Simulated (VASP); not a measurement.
A run of VASP 6.6.1:

File INCAR:

```
ALGO = Normal
EDIFF = 1E-6
ENCUT = 520
ISIF = 2
ISMEAR = -1
LASPH = True
LCHARG = True
LELF = True
LMIXTAU = True
LREAL = False
LVHAR = True
LWAVE = False
METAGGA = R2SCAN
NBANDS = 16
NELM = 80
PREC = Accurate
SIGMA = 0.05
```

The input KPOINTS:

```
k-points
0
Gamma
  16 16 4
```

POSCAR

```
C
1.0
    2.4610000000      0.0000000000      0.0000000000
   -1.2305000000      2.1312885187      0.0000000000
    0.0000000000      0.0000000000      6.7080000000
C
4
Direct
    0.0000000000      0.0000000000      0.2500000000
    0.3333333333      0.6666666667      0.2500000000
    0.5000000000      0.0000000000      0.7500000000
    0.8333333333      0.6666666667      0.7500000000
```

Potentials or basis: VASP PAW PBE potentials, release 64 (C).

Launch:

```bash
$ cat potpaw_PBE.64/C/POTCAR > POTCAR
$ mpirun -np 1 vasp_std > vasp.out
```

Hardware: 1 thread of Intel(R) Xeon(R) Platinum 8488C (Sapphire Rapids), on a shared host.

**Question.** Estimate the wall time of this run.

**Answer.** It took 6 min on 1 thread of Intel(R) Xeon(R) Platinum 8488C (Sapphire Rapids) (shared host), peak memory 0.21 GiB. Counts: scf iterations 21, k points 219.
